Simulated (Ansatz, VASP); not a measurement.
**One calculation of Cs, two programs**

File INCAR:

```
SYSTEM = Cs
PREC = Accurate ; ENCUT = 520
EDIFF = 1E-7 ; ISMEAR = 1
SIGMA = 0.01 ; LREAL = .FALSE.
LASPH = .TRUE. ; NELM = 60
ALGO = Normal ; ISIF = 2
LWAVE = .FALSE. ; LCHARG = .FALSE.
GGA = PE ; NBANDS = 10
```

The input KPOINTS:

```
regular mesh
0
G
  7 7 7
  0 0 0
```

POSCAR

```
Cs
1.0
   -3.0771709509      3.0771709509      3.0771709509
    3.0771709509     -3.0771709509      3.0771709509
    3.0771709509      3.0771709509     -3.0771709509
Cs
1
Direct
    0.0000000000      0.0000000000      0.0000000000
```

Input for Ansatz:

```yaml
crystal:
  lattice:
    - [-3.0771709509, 3.0771709509, 3.0771709509]
    - [3.0771709509, -3.0771709509, 3.0771709509]
    - [3.0771709509, 3.0771709509, -3.0771709509]
  atoms:
    - { symbol: Cs, position: [0.0, 0.0, 0.0] }
hamiltonian:
  xc: pbe
  pseudopotentials:
    kind: paw
    azcp:
      Cs: "pseudopotentials/Cs.paw.azcp"
basis:
  ecutwfc: 420
  fft_grid_basis: typed
kpoints:
  mp_grid: { grid: [7, 7, 7], shift: [0, 0, 0] }
magnetization:
  spin_polarized: false
scf:
  occupations: { method: methfessel_paxton, width: 0.01 }
  lower_state_search: "off"
output:
  stress: true
```

Alike in both runs: task single point; functional PBE; k mesh 7 × 7 × 7; occupations methfessel-paxton of order 1, width 0.01 eV; no spin polarisation.

|  | VASP | Ansatz |
| --- | --- | --- |
| version | VASP 6.6.1 | Ansatz 0.2.0 |
| potentials or method | VASP PAW PBE potentials, release 64 (Cs_sv) | plane waves (420 eV) with PAW, scalar-relativistic |
| plane-wave cutoff (eV) | 520 | 420 |
| valence electrons in the cell | 9 | 9 |

|  | VASP | Ansatz | Ansatz less VASP |
| --- | --- | --- | --- |
| pressure (GPa) | 0.0 | 0.0 | +0.01 |

Spin-orbit coupling is left out, which matters for the levels of Cs.
